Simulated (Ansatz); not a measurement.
Runs of Ansatz 0.2.0 on Sn. Symmetry: Fd-3m, No. 227, cubic system. Conventional cell: a = 6.467 Å, b = 6.467 Å, c = 6.467 Å, α = 90.00°, β = 90.00°, γ = 90.00°. Sn (site symmetry -43m) is surrounded by 4 Sn at 2.80 Å. This isn't the form of Sn at room conditions, which is tetragonal (white tin).

```csv
task,level,potentials or basis,spin,cell,k mesh,cutoff (eV),smearing,gap on the mesh (eV),pressure (GPa),relaxed volume (Å³/atom)
relaxation of cell and atoms,PBEsol+D3(BJ),"all-electron LAPW, scalar-relativistic",off,relaxed,7 × 7 × 7,-,fermi-dirac 0.05 eV,-,0.0,33.88
relaxation of cell and atoms,RPBE+D3(BJ),"all-electron LAPW, scalar-relativistic",off,relaxed,7 × 7 × 7,-,fermi-dirac 0.05 eV,-,0.0,31.77
single point,PBE,"all-electron LAPW, scalar-relativistic",off,as given,7 × 7 × 7,257,gaussian 0.02 eV,none,3.8,-
single point,PBE,"all-electron LAPW, scalar-relativistic",off,as given,7 × 7 × 7,257,gaussian 0.019 eV,none,3.8,-
relaxation of cell and atoms,PBE,"all-electron LAPW, relativistic spinors","SOC, no magnetisation",relaxed,5 × 5 × 5,-,fermi-dirac 0.05 eV,-,0.0,37.03
single point,PBE,"all-electron LAPW, scalar-relativistic",off,as given,7 × 7 × 7,257,gaussian 0.023 eV,none,3.8,-
relaxation of cell and atoms,PBE,"all-electron LAPW, scalar-relativistic",off,relaxed,5 × 5 × 5,-,fermi-dirac 0.05 eV,-,0.0,(a)
single point,PBE,"all-electron LAPW, scalar-relativistic",off,as given,7 × 7 × 7,257,gaussian 0.012 eV,none,3.8,-
```

Alike in all rows: basis error allowed 0.001 eV/atom.

**Question.** Fill in the values left out.

**Answer.** (a) 36.98.

Caveats: the k mesh is thin for a metal, which can move the energy by tens of meV per atom (some runs).

A k mesh can miss the band edges, and rows without SOC leave out spin-orbit coupling on Sn.

A gap of «none» marks a metal or a gap under the smearing width.
